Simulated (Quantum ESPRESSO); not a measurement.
## NaCl in Quantum ESPRESSO: the effect of target pressure

Crystal: NaCl.

```
Cl Na
1.0
     0.00000    2.79406    2.79406
     2.79406    0.00000    2.79406
     2.79406    2.79406    0.00000
Cl Na
1 1
Cartesian
  2.7941 2.7941 2.7941
  0.0000 0.0000 0.0000
```

The cell is a database's computed one.

Alike in all runs:

- Program: Quantum ESPRESSO 7.5
- Task: relaxation of cell and atoms
- Functional: LDA
- Potentials or basis: SSSP 1.3 efficiency PBE
- Cutoff: 857 eV
- Density cutoff: 6884 eV
- k mesh: 8 × 8 × 8
- Occupations: fermi-dirac, width 0.05 eV
- Spin: no spin polarisation

Each run relaxes the cell or the atoms first.

Problem. One run gave: relaxed volume 14.07 Å³/atom; gap on the mesh 6.63 eV. Which target pressure did it use?
A. 5 GPa
B. 30 GPa
C. 10 GPa
D. 2 GPa
E. 0 GPa

Solution. B.

```csv
target pressure,relaxed volume (Å³/atom),gap on the mesh (eV)
0 GPa,20.54,4.98
2 GPa,19.45,5.22
5 GPa,18.27,5.52
10 GPa,16.90,5.94
20 GPa,15.19,6.60
30 GPa,14.07,6.63
```

Caveats: the potentials were made for another functional, which shifts forces and pressure; the volume moved by over 15 % at a fixed basis, so the end points are rough (some runs).

A k mesh can miss the band edges.

Runs at the PBE level aren't shown here.
